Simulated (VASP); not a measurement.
**CoO: single point with LDA**

CoO:

```
Co O
1.0
     2.57053    2.57053    0.00000
    -2.57053    2.57053    0.00000
     0.00000    0.00000    2.57053
Co O
2 2
Direct
  0.00000 0.00000 0.00000
  0.50000 0.50000 0.00000
  0.50000 0.00000 0.50000
  0.00000 0.50000 0.50000
```

Measurements of this composition are mostly on another form, of space group No. 225.

```
Program                : VASP 6.6.1
Task                   : single point
Functional             : LDA
Potentials or basis    : VASP PAW LDA potentials, release 64 (Co, O)
Cutoff                 : 520 eV
k mesh                 : 5 × 5 × 7
Occupations            : gaussian, width 0.05 eV
Spin                   : collinear spin, ferrimagnetic start
Starting moments       : [2.0, -1.0, 0.0, 0.0] μB
Supercell matrix       : [1, 1, 0, -1, 1, 0, 0, 0, 1]
Further INCAR settings : ALGO = Fast; EDIFF = 1e-06; NBANDS = 27
```

| Quantity | Value |
| --- | --- |
| Pressure | -13.5 GPa |
| Band gap on the k mesh | none (metal or under the smearing width) |
| Net moment | 0.08 μB per cell |
| Site moments | Co +1.97, -1.91; O +0.01 μB |
| Valence electrons inside the program's atomic spheres | Co 7.96; O 4.89 |

Stress tensor (GPa, compression positive):
```
-12.29   0.00   0.00
  0.00 -12.29   0.00
  0.00   0.00 -15.90
```

Levels at points of the mesh, in eV from the Fermi level:
Spin up:
| k point | band 13 | band 14 | band 15 | band 16 | band 17 | band 18 |
| --- | --- | --- | --- | --- | --- | --- |
| (0.00, 0.00, 0.00) | -2.19 | -1.82 | -0.08 | -0.08 | -0.07 | 0.10 |
Spin down:
```tsv
k point	band 13	band 14	band 15	band 16	band 17	band 18
(0.00, 0.00, 0.00)	-2.14	-1.81	-0.08	-0.07	-0.07	0.15
```

Wall time 89 s on 1 thread of AMD EPYC 7R43 64-Core Processor (Zen 3) (shared host), peak memory 0.12 GiB.

Caveat: semilocal functionals often make such compounds metallic where correlation or magnetic order opens a gap, which also shifts bond lengths. With open d or f shells a metallic result of LDA can be an artefact of self-interaction; +U or a hybrid may open a gap.
